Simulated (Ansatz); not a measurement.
Molecular dynamics of PbF$_{2}$

Input:

```yaml
accuracy: low
crystal:
  lattice:
    - [0.0, 5.915897, 5.915897]
    - [5.915897, 0.0, 5.915897]
    - [5.915897, 5.915897, 0.0]
  atoms:
    - { symbol: Pb, position: [0.0137157, -0.00502959, -0.00228418] }
    - { symbol: F, position: [0.37070385, 0.37298167, 0.39020597] }
    - { symbol: F, position: [0.08831011, 0.13819999, 0.14089509] }
    - { symbol: Pb, position: [0.0056519, 0.00674539, 0.50252459] }
    - { symbol: F, position: [0.38084497, 0.3940663, 0.85834453] }
    - { symbol: F, position: [0.0728935, 0.13974604, 0.65435259] }
    - { symbol: Pb, position: [-0.01750652, 0.49885031, 0.00066092] }
    - { symbol: F, position: [0.36198189, 0.93259913, 0.33866139] }
    - { symbol: F, position: [0.16771127, 0.60370102, 0.11622672] }
    - { symbol: Pb, position: [0.00194298, 0.50005699, 0.49271033] }
    - { symbol: F, position: [0.37469846, 0.85961015, 0.90831853] }
    - { symbol: F, position: [0.13265165, 0.62805797, 0.63546726] }
    - { symbol: Pb, position: [0.51054481, 0.00205126, -0.00629259] }
    - { symbol: F, position: [0.87561495, 0.39106127, 0.37058126] }
    - { symbol: F, position: [0.61026295, 0.1218249, 0.15253579] }
    - { symbol: Pb, position: [0.48883553, 0.00806676, 0.49366827] }
    - { symbol: F, position: [0.91935056, 0.37639899, 0.84120249] }
    - { symbol: F, position: [0.64936666, 0.12239666, 0.60665012] }
    - { symbol: Pb, position: [0.49594139, 0.49585539, 0.01104009] }
    - { symbol: F, position: [0.8463301, 0.86343592, 0.4055201] }
    - { symbol: F, position: [0.59512637, 0.62527178, 0.15058632] }
    - { symbol: Pb, position: [0.50781701, 0.48770328, 0.49763375] }
    - { symbol: F, position: [0.84566343, 0.88253366, 0.90189504] }
    - { symbol: F, position: [0.63276976, 0.61028211, 0.64131386] }
basis:
  ecutwfc: 420.0
kpoints:
  mp_grid: { grid: [1, 1, 1] }
hamiltonian:
  xc: pbe
  dispersion: d3bj
scf:
  occupations: { method: fermi_dirac, width: 0.05 }
  lower_state_search: "off"
md:
  timestep: 2
  n_steps: 270
  ensemble: nvt_nose_hoover
  temperature: 650.0
  initial_velocities: maxwell_boltzmann
  seed: 450736
  nose_hoover: { tau: 200.0, chain_length: 1 }
```

Launched with:

```bash
$ ansatz run input.yaml --threads 1 --pin off --max-ram 3072MiB --backend cpu --events-out ev --progress --plain --runs-dir out
```

It goes on from the last frame of an earlier run, with new velocities.

Output, in part (step lines):

```
md step     0: t =     0.00 fs  T =   650.0 K  F+E_penalty+E_count = -108199.49714635 eV  E_kin = 1.932437 eV  conserved = -108197.56470936 eV  (9 SCF iters)
md step     1: t =     2.00 fs  T =   651.0 K  F+E_penalty+E_count = -108199.50012103 eV  E_kin = 1.935422 eV  conserved = -108197.56469922 eV  (8 SCF iters)
md step     2: t =     4.00 fs  T =   650.4 K  F+E_penalty+E_count = -108199.49840043 eV  E_kin = 1.933722 eV  conserved = -108197.56467759 eV  (8 SCF iters)
md step     3: t =     6.00 fs  T =   648.4 K  F+E_penalty+E_count = -108199.49237657 eV  E_kin = 1.927730 eV  conserved = -108197.56464477 eV  (8 SCF iters)
md step     4: t =     8.00 fs  T =   645.2 K  F+E_penalty+E_count = -108199.48262558 eV  E_kin = 1.918023 eV  conserved = -108197.56460159 eV  (8 SCF iters)
md step     5: t =    10.00 fs  T =   640.9 K  F+E_penalty+E_count = -108199.46989199 eV  E_kin = 1.905344 eV  conserved = -108197.56455058 eV  (4 SCF iters)
md step     6: t =    12.00 fs  T =   635.9 K  F+E_penalty+E_count = -108199.45505903 eV  E_kin = 1.890576 eV  conserved = -108197.56449367 eV  (3 SCF iters)
md step     7: t =    14.00 fs  T =   630.6 K  F+E_penalty+E_count = -108199.43910334 eV  E_kin = 1.874698 eV  conserved = -108197.56443333 eV  (3 SCF iters)
[... lines left out ...]
md step   270: t =   540.00 fs  T =   689.5 K  F+E_penalty+E_count = -108198.06445759 eV  E_kin = 2.049926 eV  conserved = -108197.56268227 eV  (8 SCF iters)
```

The steps, from the saved trajectory:

| time (fs) | T (K) | potential energy less start (eV) | conserved less start (meV/atom) |
| --- | --- | --- | --- |
| 0.0 | 650 | 0.000 | 0.00 |
| 18.0 | 620 | 0.089 | 0.02 |
| 36.0 | 614 | 0.108 | 0.01 |
| 54.0 | 615 | 0.107 | 0.00 |
| 72.0 | 505 | 0.440 | 0.01 |
| 90.0 | 440 | 0.642 | 0.03 |
| 108.0 | 523 | 0.411 | 0.00 |
| 126.0 | 536 | 0.397 | 0.01 |
| 144.0 | 442 | 0.700 | 0.01 |
| 162.0 | 322 | 1.084 | 0.04 |
| 180.0 | 462 | 0.700 | 0.01 |
| 198.0 | 572 | 0.429 | -0.01 |
| 216.0 | 494 | 0.720 | 0.03 |
| 234.0 | 506 | 0.747 | 0.02 |
| 252.0 | 620 | 0.479 | 0.03 |
| 270.0 | 728 | 0.251 | -0.02 |
| 288.0 | 602 | 0.712 | 0.07 |
| 306.0 | 818 | 0.162 | -0.01 |
| 324.0 | 788 | 0.354 | 0.03 |
| 342.0 | 708 | 0.672 | 0.05 |
| 360.0 | 736 | 0.666 | 0.01 |
| 378.0 | 591 | 1.164 | 0.07 |
| 396.0 | 632 | 1.103 | 0.03 |
| 414.0 | 659 | 1.092 | 0.05 |
| 432.0 | 757 | 0.874 | 0.04 |
| 450.0 | 814 | 0.782 | 0.03 |
| 468.0 | 703 | 1.177 | 0.06 |
| 486.0 | 650 | 1.390 | 0.07 |
| 504.0 | 725 | 1.221 | 0.05 |
| 522.0 | 763 | 1.165 | 0.04 |
| 540.0 | 690 | 1.433 | 0.08 |

The run went to its last step. The conserved energy stayed within 0.085 meV per atom of its start (net change 0.084 meV per atom), so the integration is sound. A run of 0.54 ps of so small a system gives no equilibrium averages. Limits of this set-up: coarse k mesh, low accuracy level.

Mean squared displacements from the first frame to the last, about the centre of mass: Pb 0.11 Å², F 0.17 Å².

Last frame:

```xyz
24
Lattice="0.0000 5.9159 5.9159 5.9159 0.0000 5.9159 5.9159 5.9159 0.0000" Properties=species:S:1:pos:R:3
Pb -0.015 0.098 -0.124
F 4.375 4.608 4.326
F 1.170 1.645 1.100
Pb 3.136 2.629 0.005
F 7.348 7.503 3.930
F 4.107 4.626 1.165
Pb 2.891 -0.003 3.235
F 7.236 4.278 7.431
F 4.497 1.496 4.512
Pb 6.229 3.029 3.154
F 9.936 7.739 7.364
F 7.635 4.472 4.573
Pb -0.058 3.092 2.799
F 4.410 7.315 7.543
F 1.468 4.559 4.193
Pb 2.871 5.588 2.670
F 7.342 10.438 7.292
F 4.336 7.197 4.386
Pb 2.937 3.287 5.915
F 7.248 7.357 10.189
F 4.195 4.520 7.603
Pb 5.832 5.875 6.148
F 10.393 10.218 10.300
F 7.217 7.439 7.243
```

Time of the run: 14 min on 1 thread of Arm Neoverse V1, with other jobs on the host, peak memory 0.56 GiB.
